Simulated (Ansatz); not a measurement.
Relaxed bulk Al$_{2}$Cu:

```xyz
6
Lattice="-2.9966 2.9966 2.4139 2.9966 -2.9966 2.4139 2.9966 2.9966 -2.4139" Properties=species:S:1:pos:R:3 pbc="T T T"
Al    3.9514    0.9548    0.0000
Al    2.0417    0.9548    2.4139
Al   -0.9548    2.0417    2.4139
Al    0.9548    2.0417    0.0000
Cu    0.0000    0.0000    3.6209
Cu    0.0000    0.0000    1.2070
```

Miller indices refer to the conventional cell of I4/mcm (No. 140), a = 5.993 Å, b = 5.993 Å, c = 4.828 Å, α = 90.00°, β = 90.00°, γ = 90.00°.

Consider the (101) slab of 18 planes, 10.1 Å thick with 15 Å of vacuum as cut; outer planes Al (top) and Al (bottom), all atoms relaxed.

These are results of Ansatz, DFT PBEsol, scalar-relativistic, plane waves, PAW, not measurements. Settings: cutoff 420 eV, Γ-centred mesh 7×7×1 on the computed 18-atom cell, Gaussian smearing of 0.10 eV; no spin polarisation. A dipole correction removes the field between periodic images along c.

Problem. Estimate the surface energy (mean of both faces).

Solution. 1.34 J/m².

Problem. Predict the work function.

Solution. 4.56 eV.

Problem. The top two planes lie 0.341 Å apart in the bulk. How does relaxation change this?

Solution. The spacing becomes 0.276 Å (-19.1 %).